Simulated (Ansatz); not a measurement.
# WS2: the cost of one run

Method: DFT PBE, scalar-relativistic, plane waves, PAW, in Ansatz 0.2.0.

### Step 1. The system as given

It takes space group P-6m2 (No. 187, hexagonal). The conventional cell has a = 3.184 Å, b = 3.184 Å, c = 16.951 Å, α = 90.00°, β = 90.00°, γ = 120.00°. W (site symmetry -6m2) has 6 S at 2.41 Å as nearest neighbours. Around S (site symmetry 3m) lie 3 W at 2.41 Å.

Coordinates:

```cif
data_structure
_symmetry_space_group_name_H-M 'P 1'
_symmetry_Int_Tables_number 1
_cell_length_a 12.7341
_cell_length_b 12.7341
_cell_length_c 17.2469
_cell_angle_alpha 84.705
_cell_angle_beta 79.363
_cell_angle_gamma 60.000
_cell_volume 2380.40
loop_
_atom_site_label
_atom_site_type_symbol
_atom_site_fract_x
_atom_site_fract_y
_atom_site_fract_z
_atom_site_occupancy
W1 W 0.66667 0.41667 0.00000 1
W2 W 0.91667 0.41667 0.00000 1
W3 W 0.91667 0.16667 0.00000 1
W4 W 0.16667 0.91667 0.00000 1
W5 W 0.41667 0.91667 0.00000 1
W6 W 0.66667 0.91667 0.00000 1
W7 W 0.91667 0.91667 0.00000 1
W8 W 0.41667 0.66667 0.00000 1
W9 W 0.66667 0.66667 0.00000 1
W10 W 0.91667 0.66667 0.00000 1
W11 W 0.16667 0.41667 0.00000 1
W12 W 0.41667 0.41667 0.00000 1
W13 W 0.16667 0.16667 0.00000 1
W14 W 0.41667 0.16667 0.00000 1
W15 W 0.66667 0.16667 0.00000 1
W16 W 0.16667 0.66667 0.00000 1
S1 S 0.81033 0.58333 0.09200 1
S2 S 0.06033 0.58333 0.09200 1
S3 S 0.06033 0.33333 0.09200 1
S4 S 0.31033 0.08333 0.09200 1
S5 S 0.56033 0.08333 0.09200 1
S6 S 0.81033 0.08333 0.09200 1
S7 S 0.06033 0.08333 0.09200 1
S8 S 0.56033 0.83333 0.09200 1
S9 S 0.81033 0.83333 0.09200 1
S10 S 0.06033 0.83333 0.09200 1
S11 S 0.31033 0.58333 0.09200 1
S12 S 0.56033 0.58333 0.09200 1
S13 S 0.31033 0.33333 0.09200 1
S14 S 0.56033 0.33333 0.09200 1
S15 S 0.81033 0.33333 0.09200 1
S16 S 0.31033 0.83333 0.09200 1
S17 S 0.60633 0.58333 0.90800 1
S18 S 0.85633 0.58333 0.90800 1
S19 S 0.85633 0.33333 0.90800 1
S20 S 0.10633 0.08333 0.90800 1
S21 S 0.35633 0.08333 0.90800 1
S22 S 0.60633 0.08333 0.90800 1
S23 S 0.85633 0.08333 0.90800 1
S24 S 0.35633 0.83333 0.90800 1
S25 S 0.60633 0.83333 0.90800 1
S26 S 0.85633 0.83333 0.90800 1
S27 S 0.10633 0.58333 0.90800 1
S28 S 0.35633 0.58333 0.90800 1
S29 S 0.10633 0.33333 0.90800 1
S30 S 0.35633 0.33333 0.90800 1
S31 S 0.60633 0.33333 0.90800 1
S32 S 0.10633 0.83333 0.90800 1
```

The runs take a perfect supercell of 48 atoms; the defect goes to fractional position (0.667, 0.417, 0.000).

### Step 2. The perfect supercell

Input file input.yaml:

```yaml
crystal:
  lattice:
    - [6.367032, 11.028024, 0.0]
    - [12.734065, 0.0, 0.0]
    - [1.591758, 2.757006, -16.950578]
  atoms:
    - { symbol: W, position: [0.666667, 0.416666, 0.0] }
    - { symbol: W, position: [0.916667, 0.416666, 0.0] }
    - { symbol: W, position: [0.916667, 0.166666, 0.0] }
    - { symbol: W, position: [0.166667, 0.916666, 0.0] }
    - { symbol: W, position: [0.416667, 0.916666, 0.0] }
    - { symbol: W, position: [0.666667, 0.916666, 0.0] }
    - { symbol: W, position: [0.916667, 0.916666, 0.0] }
    - { symbol: W, position: [0.416667, 0.666666, 0.0] }
    - { symbol: W, position: [0.666667, 0.666666, 0.0] }
    - { symbol: W, position: [0.916667, 0.666666, 0.0] }
    - { symbol: W, position: [0.166667, 0.416666, 0.0] }
    - { symbol: W, position: [0.416667, 0.416666, 0.0] }
    - { symbol: W, position: [0.166667, 0.166666, 0.0] }
    - { symbol: W, position: [0.416667, 0.166666, 0.0] }
    - { symbol: W, position: [0.666667, 0.166666, 0.0] }
    - { symbol: W, position: [0.166667, 0.666666, 0.0] }
    - { symbol: S, position: [0.810333, 0.583334, 0.092] }
    - { symbol: S, position: [0.060333, 0.583334, 0.092] }
    - { symbol: S, position: [0.060333, 0.333334, 0.092] }
    - { symbol: S, position: [0.310333, 0.083334, 0.092] }
    - { symbol: S, position: [0.560333, 0.083334, 0.092] }
    - { symbol: S, position: [0.810333, 0.083334, 0.092] }
    - { symbol: S, position: [0.060333, 0.083334, 0.092] }
    - { symbol: S, position: [0.560333, 0.833334, 0.092] }
    - { symbol: S, position: [0.810333, 0.833334, 0.092] }
    - { symbol: S, position: [0.060333, 0.833334, 0.092] }
    - { symbol: S, position: [0.310333, 0.583334, 0.092] }
    - { symbol: S, position: [0.560333, 0.583334, 0.092] }
    - { symbol: S, position: [0.310333, 0.333334, 0.092] }
    - { symbol: S, position: [0.560333, 0.333334, 0.092] }
    - { symbol: S, position: [0.810333, 0.333334, 0.092] }
    - { symbol: S, position: [0.310333, 0.833334, 0.092] }
    - { symbol: S, position: [0.606333, 0.583334, 0.908] }
    - { symbol: S, position: [0.856333, 0.583334, 0.908] }
    - { symbol: S, position: [0.856333, 0.333334, 0.908] }
    - { symbol: S, position: [0.106333, 0.083334, 0.908] }
    - { symbol: S, position: [0.356333, 0.083334, 0.908] }
    - { symbol: S, position: [0.606333, 0.083334, 0.908] }
    - { symbol: S, position: [0.856333, 0.083334, 0.908] }
    - { symbol: S, position: [0.356333, 0.833334, 0.908] }
    - { symbol: S, position: [0.606333, 0.833334, 0.908] }
    - { symbol: S, position: [0.856333, 0.833334, 0.908] }
    - { symbol: S, position: [0.106333, 0.583334, 0.908] }
    - { symbol: S, position: [0.356333, 0.583334, 0.908] }
    - { symbol: S, position: [0.106333, 0.333334, 0.908] }
    - { symbol: S, position: [0.356333, 0.333334, 0.908] }
    - { symbol: S, position: [0.606333, 0.333334, 0.908] }
    - { symbol: S, position: [0.106333, 0.833334, 0.908] }
basis:
  ecutwfc: 420
  fft_grid_basis: typed
kpoints:
  mp_grid: { grid: [1, 1, 1] }
hamiltonian:
  xc: pbe
  pseudopotentials: { kind: paw }
scf:
  occupations: { method: gaussian, width: 0.05 }
output:
  forces: true
  stress: false
  eigenvalues: true
  bader: false
  write_density: true
  volumetric_format: npy
```

The run is started by

```sh
> ansatz run input.yaml --threads 4 --pin off --max-ram 10240MiB --backend cpu --events-out ev --progress --plain --runs-dir out
```

What time and memory should one allow on 4 threads of Intel Xeon Platinum 8259CL at 2.50GHz (Skylake/Cascade Lake), shared host?

About 17 s, with a peak of 2.3 GiB.
